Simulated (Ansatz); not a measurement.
An Ansatz (a first-principles code) input (PBEsol (Ansatz, PAW, spin-orbit coupling left out)):

Ansatz 0.2 input:
```yaml
crystal:
  lattice:
    - [0, 3.0328481723, 2.9494448476]
    - [3.0328481723, 0, 2.9494448476]
    - [3.0328481723, 3.0328481723, 0]
  atoms:
    - { symbol: Te, position: [0.75, 0.75, 0.75] }
    - { symbol: Zn, position: [0, 0, 0] }
basis: { ecutwfc: 420, ecutrho_ratio: 4, xc_grid: 2, fft_grid_basis: typed }
kpoints: { mp_grid: { grid: [9, 9, 9] } }
hamiltonian:
  xc: pbesol
  dispersion: none
  pseudopotentials: { kind: paw }
scf: { occupations: { method: fermi_dirac, width: 0.05 }, convergence: { dr2_threshold: 0.0000000002 } }
relax: { f_tol: 0.005, max_steps: 50 }
output: { forces: true, stress: true }
checkpoint: { write: state.ck, write_every: 1000 }
```

**Question.** Which symmetry and how many k-points will the program report, and about how many plane waves at Γ?

**Answer.** Space group I-4m2 (ITA 119) with 8 operations, k-points 75 of 729, and 1049 plane waves at Γ.

**Question.** And the final pressure?

**Answer.** 1.49 GPa (compression positive).

The cells carry an imposed strain or load. Stability against distortions was not tested. The cell was made from ZnTe in the zinc blende structure (space group F-43m, No. 216) by this change: uniaxial strain ε_zz = −2.75 %.
